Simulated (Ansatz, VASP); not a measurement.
CsPbCl3 in VASP and in Ansatz

```
Pb Cs Cl
1.0
     5.52925    0.00000    0.00000
     0.00000    5.52925    0.00000
     0.00000    0.00000    5.52925
Pb Cs Cl
1 1 3
Direct
  0.50000 0.50000 0.50000
  0.00000 0.00000 0.00000
  0.50000 0.00000 0.50000
  0.00000 0.50000 0.50000
  0.50000 0.50000 0.00000
```

Change from the starting cell: volume scaled by 0.96.

Alike in both runs: task single point; functional PBEsol; k mesh 5 × 5 × 5; occupations fermi-dirac, width 0.05 eV; no spin polarisation.

|  | VASP | Ansatz |
| --- | --- | --- |
| version | VASP 6.6.1 | Ansatz 0.2.0 |
| potentials or method | VASP PAW PBE potentials, release 64 (Pb_d, Cs_sv, Cl) | Ansatz PAW |
| plane-wave cutoff (eV) | 520 | 420 |
| valence electrons in the cell | 44 | 44 |

```csv
,VASP,Ansatz,Ansatz less VASP
gap on the k mesh at the Fermi level (eV),2.76,2.76,-0.008
least direct gap on the mesh (eV),2.76,2.76,-0.008
pressure (GPa),1.3,1.3,+0.03
```

Caveats: spin-orbit coupling is left out, which as a rule narrows the gap of such compounds by several tenths of an eV; the PAW data sets were made with another functional, which shifts forces and pressure a little (VASP); an odd mesh through Γ misses points on the zone boundary, where band edges often lie (VASP); odd divisions of the mesh miss points on the zone boundary, where band edges often lie, so the gap on the mesh can be too wide (Ansatz); the PAW data sets come from PBE, with cores solved anew for the run's functional, which leaves a small shift of forces and pressure (Ansatz).
